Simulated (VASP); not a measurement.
# Cd (Im-3m) in VASP: settings compared

One crystal, Cd, is run at these levels: RPBE, PBEsol+rVV10, HSE06+D4; tasks: single point, relaxation of the atoms.

All numbers are computed with VASP 6.6.1; they aren't measurements. Logs are shortened: lines on timing, memory, paths and dates and some standing lists are left out, and cuts for length are marked.

### 1 Starting point

It takes space group Im-3m (No. 229, cubic). Conventional cell: a = 3.569 Å, b = 3.569 Å, c = 3.569 Å, α = 90.00°, β = 90.00°, γ = 90.00°. Cd (site symmetry m-3m) has 8 Cd at 3.09 Å as nearest neighbours.

This isn't the form of Cd at room conditions, which is hcp.

### 2 Single point, RPBE

The input, INCAR:

```
SYSTEM = Cd
PREC     = Accurate       ! precision mode
ENCUT    = 550            ! plane-wave cutoff, eV
EDIFF    = 1E-6           ! SCF threshold, eV
ISMEAR   = 0              ! smearing method
SIGMA    = 0.1            ! smearing width, eV
LREAL    = .False.        ! projectors in reciprocal space
LASPH    = .True.         ! aspherical terms in the spheres
NELM     = 100            ! most SCF steps
ALGO     = Fast           ! electronic algorithm
ISIF     = 2              ! what is computed and relaxed
LWAVE    = .False.        ! write WAVECAR
LCHARG   = .True.         ! write CHGCAR
GGA      = RP             ! functional
LELF     = .True.         ! ELF
LVHAR    = .True.
```

The input, KPOINTS:

```
regular mesh
0
Gamma
  10 10 10
  0 0 0
```

The input, POSCAR:

```
Cd
3.0905
   -0.577357061964      0.577357061964      0.577357061964
    0.577357061964     -0.577357061964      0.577357061964
    0.577357061964      0.577357061964     -0.577357061964
Cd
1
Direct
    0.0000000000      0.0000000000      0.0000000000
```

Potentials or basis: VASP PAW PBE potentials, release 64 (Cd_GW).

Command:

```
$ cat potpaw_PBE.64/Cd_GW/POTCAR > POTCAR
$ mpirun -np 1 vasp_std > vasp.out
```

OUTCAR:

```text
SYSTEM = Cd
   PREC = Accurate
   ENCUT = 550
   EDIFF = 1E-6
   ISMEAR = 0
   LREAL = .False.
   LASPH = .True.
   NELM = 100
   ISIF = 2
   GGA = RP

 ion  position               nearest neighbor table
   1  0.000  0.000  0.000-

  LATTYP: Found a body centered cubic cell.
 ALAT       =     3.5686440000

  Lattice vectors:

 A1 = (  -1.7843220000,   1.7843220000,   1.7843220000)
 A2 = (   1.7843220000,  -1.7843220000,   1.7843220000)
 A3 = (   1.7843220000,   1.7843220000,  -1.7843220000)

Analysis of symmetry for initial positions (statically):
=====================================================================
 Subroutine PRICEL returns:
 Original cell was already a primitive cell.

 Routine SETGRP: Setting up the symmetry group for a
 body centered cubic supercell.

 Subroutine GETGRP returns: Found 48 space group operations
 (whereof 48 operations were pure point group operations)
 out of a pool of 48 trial point group operations.

The static configuration has the point symmetry O_h .

Analysis of symmetry for dynamics (positions and initial velocities):
=====================================================================
 Subroutine PRICEL returns:
 Original cell was already a primitive cell.

 Routine SETGRP: Setting up the symmetry group for a
 body centered cubic supercell.

 Subroutine GETGRP returns: Found 48 space group operations
 (whereof 48 operations were pure point group operations)
 out of a pool of 48 trial point group operations.

The dynamic configuration has the point symmetry O_h .

 Subroutine INISYM returns: Found 48 space group operations
 (whereof 48 operations are pure point group operations),
 and found     1 'primitive' translations

----------------------------------------------------------------------------------------

                                     Primitive cell

  volume of cell :      22.7237

  direct lattice vectors                    reciprocal lattice vectors
    -1.784322000  1.784322000  1.784322000     0.000000000  0.280218481  0.280218481
     1.784322000 -1.784322000  1.784322000     0.280218481  0.000000000  0.280218481
     1.784322000  1.784322000 -1.784322000     0.280218481  0.280218481  0.000000000

  length of vectors
     3.090536361  3.090536361  3.090536361     0.396288776  0.396288776  0.396288776

  position of ions in fractional coordinates (direct lattice)
     0.000000000  0.000000000  0.000000000

  ion indices of the primitive-cell ions
   primitive index   ion index
                 1           1

[... 78 lines left out ...]
   ISYM   =      2    0-nonsym 1-usesym 2-fastsym
   POTIM  = 0.5000    time-step for ionic-motion
   TEBEG  =    0.0;   TEEND  =   0.0 temperature during run
   PSTRESS=    0.0 pullay stress
   NELECT =      12.0000    total number of electrons
   NUPDOWN=      -1.0000    fix difference up-down
   EMIN   =  10.00;   EMAX   =-10.00  energy-range for DOS
   EFERMI =   0.00;   METHOD = LEGACY
   ISMEAR =     0;   SIGMA  =   0.10  broadening in eV -4-tet -1-fermi 0-gaus
   EFERMI_NEDOS =   21; number of points for ismear=-14 and -15
   IALGO  =     68    algorithm
   IMIX   =      4    mixing-type and parameters
     AMIX     =   0.40;   BMIX     =  1.00
     AMIX_MAG =   1.60;   BMIX_MAG =  1.00
  volume/ion in A,a.u.               =      22.72       153.35
  Fermi-wavevector in a.u.,A,eV,Ry     =   1.323250  2.500581 23.823686  1.750992
  Thomas-Fermi vector in A             =   2.452872
   LORBIT       =      0    0 simple, 1 ext, 2 COOP (PROOUT), +10 PAW based schemes
   GGA     = RP    functional components
   LHFCALC =     F    Hartree Fock is set to
   AEXX    =    0.0000 exact exchange contribution
   IVDW    =     0    specifies the selected vdW correction
   LEPSILON=     F    determine dielectric tensor
   LRPA    =     F    only Hartree local field effects (RPA)
 non-spin polarized calculation
 RMM-DIIS sequential band-by-band and
 Gauss-broadening in eV      SIGMA  =   0.10
  energy-cutoff  :      550.00
  volume of cell :       22.72
 maximum number of plane-waves:       682
   NGX = 11   NGY = 11   NGZ = 11

 number of electron      11.9999994 magnetization

 Free energy of the ion-electron system (eV)
  ---------------------------------------------------
  ext. energy  EPLUGINS =         0.00000000
  ---------------------------------------------------
  free energy    TOTEN  =        -0.30241377 eV

  energy without entropy =       -0.29801653  energy(sigma->0) =       -0.30021515

 E-fermi :   5.8230     XC(G=0): -10.6716

 val. band max:        5.8222249475   @ k =  -0.4000   0.4000   0.4000
 cond. band min:       5.8981645774   @ k =   0.4000   0.1000   0.0000
 fundamental gap:      0.0759396300
 Fermi energy:         5.8230309199

 k-point     1 :       0.0000    0.0000    0.0000
  band No.  band energies     occupation
      1      -3.5540      2.00000
      2      -3.5540      2.00000
      3      -3.5540      2.00000
      4      -2.9601      2.00000
      5      -2.9601      2.00000
      6      -2.8616      2.00000
      7      20.2854      0.00000
      8      20.2856      0.00000
      9      20.2911      0.00000
     10      21.5085      0.00000
[... 287 lines left out ...]
 k-point    24 :      -0.3000    0.3000    0.1000
  band No.  band energies     occupation
      1      -3.6591      2.00000
      2      -3.6588      2.00000
      3      -3.1480      2.00000
      4      -3.0079      2.00000
      5      -2.9427      2.00000
      6      -0.0078      2.00000
      7      10.8247      0.00000
      8      15.1606      0.00000
      9      15.7888      0.00000
     10      19.9015      0.00000

 [... further k-points ...]

------------------------ aborting loop because EDIFF is reached ----------------------------------------

  FORCE on cell =-STRESS in cart. coord.  units (eV):
  Direction    XX          YY          ZZ          XY          YZ          ZX
  --------------------------------------------------------------------------------------
  -------------------------------------------------------------------------------------
  Total        0.4965440      0.4965440      0.4965440      0.0000000     -0.0000000     -0.0000000
  in kB       35.0097198     35.0097198     35.0097198      0.0000000     -0.0000000     -0.0000000
  external PRESSURE =      35.0097198 kB  Pullay stress =       0.0000000 kB

 VOLUME and BASIS-vectors are now :
 -----------------------------------------------------------------------------
  energy-cutoff  :      550.00
  volume of cell :       22.72
      direct lattice vectors                 reciprocal lattice vectors
    -1.784322000  1.784322000  1.784322000     0.000000000  0.280218481  0.280218481
     1.784322000 -1.784322000  1.784322000     0.280218481  0.000000000  0.280218481
     1.784322000  1.784322000 -1.784322000     0.280218481  0.280218481  0.000000000

 POSITION                                       TOTAL-FORCE (eV/Angst)
 -----------------------------------------------------------------------------------
      0.00000      0.00000      0.00000         0.000000      0.000000      0.000000
 -----------------------------------------------------------------------------------
    total drift:                                0.000000      0.000000      0.000000

  FREE ENERGIE OF THE ION-ELECTRON SYSTEM (eV)
  ---------------------------------------------------
  free  energy   TOTEN  =        -0.3024137673 eV

  energy  without entropy=       -0.2980165295  energy(sigma->0) =       -0.30021515
```

stdout:

```text
POSCAR found type information on POSCAR Cd
 POSCAR found :  1 types and       1 ions
 scaLAPACK will be used
 -----------------------------------------------------------------------------
|                                                                             |
|                                                                             |
|     You enforced a specific xc type in the INCAR file but a different       |
|     I HOPE YOU KNOW WHAT YOU ARE DOING!                                     |
|                                                                             |
 -----------------------------------------------------------------------------

 LDA part: xc-table for (Slater+PW92), standard interpolation
 POSCAR, INCAR and KPOINTS ok, starting setup
 FFT: planning ... GRIDC
 FFT: planning ... GRID_SOFT
 FFT: planning ... GRID
 WAVECAR not read
 entering main loop
```

It used 5.3 s of CPU time on 1 thread of Intel(R) Xeon(R) 6975P-C (Granite Rapids), on a shared host, which was overloaded at the time.

Results:

- Free energy: -0.3024 eV
- Pressure: 3.5 GPa
- Band gap on the k mesh: none (metal or under the smearing width)

Caveat: the PAW data sets were made with another functional, which shifts forces and pressure a little.

### 3 Single point, RPBE

The input, run.py:

```python
from ase.calculators.vasp import Vasp
from ase.dft.bandgap import bandgap
from ase.io import read

atoms = read('Cd.xyz')
calc = Vasp(
    directory='calc',
    xc='rpbe',
    pp='PBE',
    setups={'base': 'minimal', 'Cd': '_GW'},
    prec='Accurate',
    encut=550,
    ediff=1e-07,
    ismear=0,
    sigma=0.1,
    lreal=False,
    lasph=True,
    nelm=80,
    algo='Fast',
    isif=2,
    lwave=False,
    lcharg=True,
    lelf=True,
    lvhar=True,
    kpts=[10, 10, 10],
    gamma=True,
)
atoms.calc = calc

print('energy (eV):', atoms.get_potential_energy())
print('free energy (eV):', atoms.get_potential_energy(force_consistent=True))
print('forces (eV/A):')
print(atoms.get_forces())
print('stress (eV/A^3, Voigt):', atoms.get_stress())
print('Fermi level (eV):', calc.get_fermi_level())
gap, top, bottom = bandgap(calc)
print('band gap (eV):', gap, 'from (spin, k, band)', top, 'to', bottom)
```

The input, Cd.xyz:

```xyz
1
Lattice="-1.7843220000 1.7843220000 1.7843220000 1.7843220000 -1.7843220000 1.7843220000 1.7843220000 1.7843220000 -1.7843220000" Properties=species:S:1:pos:R:3 pbc="T T T"
Cd     0.0000000000      0.0000000000      0.0000000000
```

Potentials or basis: VASP PAW PBE potentials, release 64 (Cd_GW).

Command:

```
$ python run.py
```

Run time: 13 s. Hardware: 1 thread of Intel Xeon 6975P-C (Granite Rapids), shared host; peak memory 0.15 GiB.

It converged, with:

| Item | Value |
| --- | --- |
| Free energy | -0.3024 eV |
| Pressure | 3.4 GPa |
| Band gap on the k mesh | none (metal or under the smearing width) |

Levels at points of the mesh, in eV from the Fermi level:
```tsv
k point	band 2	band 3	band 4	band 5	band 6	band 7	band 8	band 9	band 10
(0.00, 0.00, 0.00)	-9.38	-9.38	-8.78	-8.78	-8.68	14.46	14.46	14.47	15.69
(0.50, 0.00, 0.00)	-9.67	-8.81	-8.76	-8.38	-2.14	-1.10	8.96	9.51	13.22
(0.50, 0.50, 0.50)	-9.82	-8.48	-8.48	-8.48	3.24	3.24	3.24	5.39	7.69
```

Caveat: the PAW data sets were made with another functional, which shifts forces and pressure a little.

### 4 Relaxation of the atoms, PBEsol+rVV10, spin-orbit coupling, no magnetisation (cell strained at random at fixed volume)

The input, INCAR:

```
SYSTEM = Cd
ALGO     = Normal         ! electronic algorithm
BPARAM   = 20.0         
CPARAM   = 0.0093       
EDIFF    = 1E-7           ! SCF threshold, eV
EDIFFG   = -0.02          ! ionic threshold
ENCUT    = 520            ! plane-wave cutoff, eV
GGA      = PS             ! functional
GGA_COMPAT= .FALSE.      
IBRION   = 2              ! ionic algorithm
ISIF     = 2              ! what is computed and relaxed
ISMEAR   = 1              ! smearing method
IVDW_NL  = 2            
LASPH    = .TRUE.         ! aspherical terms in the spheres
LCHARG   = .FALSE.        ! write CHGCAR
LNONCOLLINEAR= .TRUE.         ! non-collinear magnetism
LORBIT   = 11             ! projections on sites
LREAL    = .FALSE.        ! projectors in reciprocal space
LSORBIT  = .TRUE.         ! spin-orbit coupling
LUSE_VDW = .TRUE.       
LWAVE    = .FALSE.        ! write WAVECAR
MAGMOM   = 0 0 0          ! initial moments
NELM     = 100            ! most SCF steps
NSW      = 40             ! ionic steps
PREC     = Accurate       ! precision mode
SIGMA    = 0.1            ! smearing width, eV
```

The input, KPOINTS:

```
k-points
0
G
  7 7 7
  0 0 0
```

The input, POSCAR:

```
Cd
1.0
   -1.7865360000      1.7757550000      1.7448370000
    1.7839100000     -1.8237960000      1.7902510000
    1.7874350000      1.8246940000     -1.7928780000
Cd
1
Cartesian
   -0.0077685011      0.0022033776      0.0114950454
```

Potentials or basis: VASP PAW PBE potentials, release 54 (Cd).

Command:

```
$ cat potpaw_PBE.54/Cd/POTCAR > POTCAR
$ mpirun -np 1 vasp_ncl > vasp.out
```

It took 63 s on 1 thread of Intel Xeon 6975P-C (Granite Rapids), shared host; peak memory 0.35 GiB.

It converged, with:

* Free energy: -0.9870 eV
* Pressure after relaxing: -3.5 GPa
* Valence electrons inside the program's atomic spheres: Cd 10.29

Stress tensor (GPa, compression positive):
```
-3.50  0.05 -0.03
 0.05 -2.13 -0.09
-0.03 -0.09 -4.85
```

Final structure:
```xyz
1
Lattice="-1.7865 1.7758 1.7448 1.7839 -1.8238 1.7903 1.7874 1.8247 -1.7929" Properties=species:S:1:pos:R:3 pbc="T T T"
Cd    1.7797    1.8269   -1.7814
```

Caveat: the k mesh is coarse (spacing up to 0.36 Å⁻¹), so the values aren't converged; the relaxation stopped at its first step, so nothing moved; the PAW data sets were made with another functional, which shifts forces and pressure a little.

### 5 Single point, HSE06+D4

Changes to run.py since step 3:

```diff
@@ -7,3 +7,3 @@
     directory='calc',
-    xc='rpbe',
+    xc='hse06',
     pp='PBE',
@@ -13,3 +13,3 @@
     ediff=1e-07,
-    ismear=0,
+    ismear=1,
     sigma=0.1,
@@ -18,3 +18,3 @@
     nelm=80,
-    algo='Fast',
+    algo='Normal',
     isif=2,
@@ -22,6 +22,9 @@
     lcharg=True,
+    precfock='Fast',
+    ivdw=13,
     lelf=True,
     lvhar=True,
-    kpts=[10, 10, 10],
+    kpts=[5, 5, 5],
     gamma=True,
+    nbands=12,
 )
```

Cd.xyz is that of step 3.

Potentials or basis: VASP PAW PBE potentials, release 64 (Cd_GW).

Command:

```
$ python run.py
```

The program printed:

```text
energy (eV): -1.12829616
free energy (eV): -1.1300489
forces (eV/A):
[[ 0.  0. -0.]]
stress (eV/A^3, Voigt): [0.02113776 0.02113776 0.02113776 0.         0.         0.        ]
Fermi level (eV): 5.1017753
band gap (eV): 0.0 from (spin, k, band) (None, None, None) to (None, None, None)
```

OUTCAR:

```text
ENCUT = 550.000000
   HFSCREEN = 0.200000
   EDIFF = 1.00e-07
   GGA = PE
   PREC = Accurate
   PRECFOCK = Fast
   ISIF = 2
   ISMEAR = 1
   NELM = 80
   IVDW = 13
   LASPH = .TRUE.
   LHFCALC = .TRUE.
   LREAL = .FALSE.

 ion  position               nearest neighbor table
   1  0.000  0.000  0.000-

  LATTYP: Found a body centered cubic cell.
[... 341 lines left out ...]
  Total      -0.48033    -0.48033    -0.48033    -0.00000    -0.00000    -0.00000
  in kB     -33.86642   -33.86642   -33.86642    -0.00000    -0.00000    -0.00000
  external pressure =      -33.87 kB  Pullay stress =        0.00 kB

 VOLUME and BASIS-vectors are now :
 -----------------------------------------------------------------------------
  energy-cutoff  :      550.00
  volume of cell :       22.72
      direct lattice vectors                 reciprocal lattice vectors
    -1.784322000  1.784322000  1.784322000     0.000000000  0.280218481  0.280218481
     1.784322000 -1.784322000  1.784322000     0.280218481  0.000000000  0.280218481
     1.784322000  1.784322000 -1.784322000     0.280218481  0.280218481  0.000000000

 POSITION                                       TOTAL-FORCE (eV/Angst)
 -----------------------------------------------------------------------------------
      0.00000      0.00000      0.00000         0.000000      0.000000     -0.000000
 -----------------------------------------------------------------------------------
    total drift:                               -0.000002      0.000014     -0.000001

  FREE ENERGIE OF THE ION-ELECTRON SYSTEM (eV)
  ---------------------------------------------------
  free  energy   TOTEN  =        -1.1300489019 eV

  energy  without entropy=       -1.1247906611  energy(sigma->0) =       -1.12829615
```

INCAR:

```text
ENCUT = 550.000000
HFSCREEN = 0.200000
SIGMA = 0.100000
EDIFF = 1.00e-07
ALGO = Normal
GGA = PE
PREC = Accurate
PRECFOCK = Fast
ISIF = 2
ISMEAR = 1
NBANDS = 12
NELM = 80
IVDW = 13
LASPH = .TRUE.
LCHARG = .TRUE.
LELF = .TRUE.
LHFCALC = .TRUE.
LVHAR = .TRUE.
LWAVE = .FALSE.
LREAL = .FALSE.
```

Wall time 90 s (1 thread of Intel Xeon 6975P-C (Granite Rapids), shared host); peak memory 0.24 GiB.

Results:

* Free energy: -1.1300 eV
* Pressure: -3.4 GPa
* Band gap on the k mesh: none (metal or under the smearing width)
* Dispersion energy per atom: -0.364 eV

Caveat: the k mesh is coarse (spacing up to 0.50 Å⁻¹), so the values aren't converged, least of all with exact exchange; the PAW data sets were made with another functional, which shifts forces and pressure a little; pairwise dispersion overbinds metals, which lowers pressure and volume.

### 6 The runs side by side

```tsv
task	level	potentials or basis	spin	cell	k mesh	cutoff (eV)	smearing	grid for exact exchange (PRECFOCK)	screening parameter	mesh quality	gap on the mesh (eV)	pressure (GPa)
single point	RPBE	VASP PAW PBE potentials, release 64 (Cd_GW)	off	as given	10 × 10 × 10	550	gaussian 0.1 eV	-	-	not flagged	none	3.4
relaxation of the atoms	PBEsol+rVV10	VASP PAW PBE potentials, release 54 (Cd)	SOC, no magnetisation	atoms relaxed from: cell strained at random at fixed volume	7 × 7 × 7	520	methfessel-paxton 0.1 eV	-	-	coarse	-	-3.5
single point	HSE06+D4	VASP PAW PBE potentials, release 64 (Cd_GW)	off	as given	5 × 5 × 5	550	methfessel-paxton 0.1 eV	Fast	0.200000 1/A	coarse	none	-3.4
```

Caveats: some runs use coarse meshes; the PAW data sets were made with another functional, which shifts forces and pressure a little; the relaxation stopped at its first step, so nothing moved (some runs); pairwise dispersion overbinds metals, which lowers pressure and volume (some runs).

Absolute energies hang on the potentials; compare differences alone.
